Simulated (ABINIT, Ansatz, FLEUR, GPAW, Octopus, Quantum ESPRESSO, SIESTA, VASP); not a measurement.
V: 8 runs at one level of theory

```
V
1.0
    -1.51435    1.51435    1.51435
     1.51435   -1.51435    1.51435
     1.51435    1.51435   -1.51435
V
1
Direct
  0.00000 0.00000 0.00000
```

Alike in all runs: task single point; functional PBEsol; k mesh 12 × 12 × 12; occupations fermi-dirac, width 0.05 eV; collinear spin, ferromagnetic start; no spin-orbit coupling. Pressure is positive in compression and, in plane waves, holds the error of the finite cutoff.

```csv
program and potentials,plane-wave cutoff (eV),notes,band gap (eV),pressure (GPa),net moment per atom (μB)
"Octopus, pseudodojo_pbesol (PseudoDojo 0.4, PBEsol)",-,-,no gap,-,0.00
"ABINIT, PseudoDojo NC SR PBEsol v0.4.1 standard",1143,-,no gap,-11.99,0.00
"SIESTA, files PseudoDojo sr-pbesol-0.4.1-standard, DZP (energy shift 0.003 Ry; two zetas on semicore shells)",-,atomic basis,no gap,-11.70,0.00
"VASP, PBE PAW files V_sv, 520 eV",520,potentials made for PBE,no gap,-11.85,0.00
"Ansatz, all-electron LAPW, scalar-relativistic",-,-,no gap,-12.07,0.00
"Quantum ESPRESSO, GBRV 1.5 PBEsol",612,-,no gap,-12.21,0.00
"FLEUR, all-electron, FLAPW",-,-,no gap,-,0.00
"GPAW, PAW data sets generated for this functional",600,-,no gap,-10.72,0.00
```

None finds a gap. The pressure spans -12.21 (Quantum ESPRESSO, GBRV 1.5 PBEsol) to -10.72 GPa (GPAW, PAW data sets generated for this functional), with all-electron results at -12.07. All agree on the net moment per atom. The cell lies far from this level's equilibrium. The state is the one that the start led to, which needn't be the lowest. Rows in atomic bases carry the error of their basis and grid, which can be large.

The functional is the same throughout but for its coding, so the spread measures potentials, basis and numerics; runs on potential files found faulty are left out.
